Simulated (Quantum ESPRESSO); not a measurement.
## C: zone-centre phonons and dielectric response under several settings

```
C
1.0
     0.00000    1.78337    1.78337
     1.78337    0.00000    1.78337
     1.78337    1.78337    0.00000
C
2
Direct
  0.75000 0.75000 0.75000
  0.50000 0.50000 0.50000
```

This isn't the form of C at room conditions, which is graphite.

All runs used Quantum ESPRESSO 7.5; k mesh 6 × 6 × 6, shifted; relaxed cell; no spin polarisation; cutoff 612 eV; occupations smeared at first, fixed for the response.

```csv
level,potentials,volume (Å³/atom),lowest optical mode without the field (cm⁻¹),ε∞ (mean)
LDA,GBRV 1.5 LDA,?,?,?
PBE,GBRV 1.5 PBE,5.69,1294,5.82
```

Q: What stands in the row left open?

A: Volume 5.51 Å³/atom; lowest optical mode without the field 1323 cm⁻¹; ε∞ 5.75.
